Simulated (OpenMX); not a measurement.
Al:

```
Al
1.0
     2.72176    0.00000    0.00000
     0.00000    2.72176    0.00000
     0.00000    0.00000    2.72176
Al
1
Cartesian
  0.0000 0.0000 0.0000
```

The cell was built by a generator and needn't be a form met in nature.

Base run:

| Item | Value |
| --- | --- |
| Program | OpenMX 3.8.5 |
| Functional | PBE |
| Potentials or basis | OpenMX 2013 PBE set, Al7.0-s2p2d1, grid cutoff 300 Ry |
| k mesh | 7 × 7 × 7 |
| Occupations | fermi-dirac, width 0.05 eV |
| Spin | no spin polarisation |

Its results: band gap on the k mesh none (metal or under the smearing width); pressure -0.7 GPa.

**Question.** The run is repeated on the same cell with these changes: dispersion from none to D3(BJ). What comes out?

**Answer.** Band gap on the k mesh none (metal or under the smearing width); pressure -2.9 GPa.

Dispersion adds attraction, which lowers the pressure at fixed volume and, as a term added to the energy, leaves the levels alone.

Caveats: the basis of atomic orbitals isn't converged, which shifts pressures, moduli and gaps; pairwise dispersion overbinds metals, which lowers pressure and volume (some runs).
